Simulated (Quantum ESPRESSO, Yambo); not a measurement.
Planning a run of Quantum ESPRESSO 7.5 on PbS (Galena). The input:

```
&control
  calculation = 'scf'
  prefix = 'x'
  outdir = 'o'
  pseudo_dir = 'pseudo'
/
&system
  ibrav = 0
  nat = 2
  ntyp = 2
  ecutwfc = 76.0
  nbnd = 38
  force_symmorphic = .true.
  noncolin = .true.
  lspinorb = .true.
/
&electrons
  conv_thr = 1e-10
  electron_maxstep = 80
  mixing_beta = 0.5
/
ATOMIC_SPECIES
  Pb 207.2 Pb.upf
  S 32.06 S.upf
CELL_PARAMETERS angstrom
  0.0000000000 2.9657500000 2.9657500000
  2.9657500000 -0.0000000000 2.9657500000
  2.9657500000 2.9657500000 0.0000000000
ATOMIC_POSITIONS crystal
  Pb 0.0000000000 0.0000000000 0.0000000000
  S 0.5000000000 0.5000000000 0.5000000000
K_POINTS automatic
  6 6 6 0 0 0
```

The database entry behind the starting cell differs from later determinations by our own check (about 0.1 % short), so it need not match the best structure at ambient conditions.

```sh
OMP_NUM_THREADS=1 mpirun -n 4 pw.x -nk 4 -in pw.in > pw.out
```

How long will it take on 4 MPI ranks of Arm Neoverse V1, shared host, and how much memory?

It took 29 s; on shared hardware allow 15 s to 58 s. Peak host memory was 0.5 GiB.

[Paths, hosts, dates, memory and timing lines, banners, echoed tables and standing remarks are left out of the program output.]

[Logs are printed without paths, hosts, clocks, repeated set-up lines and the standing remarks that a program may print on its own settings, such as how far it seeks lower states.]

[Runs of the session that timed out or met a known fault of the program may be left out.]

[Hosts, paths, dates, database ids (printed as entryN), source tags and the programs' standing remarks are cut or masked in the printed files.]
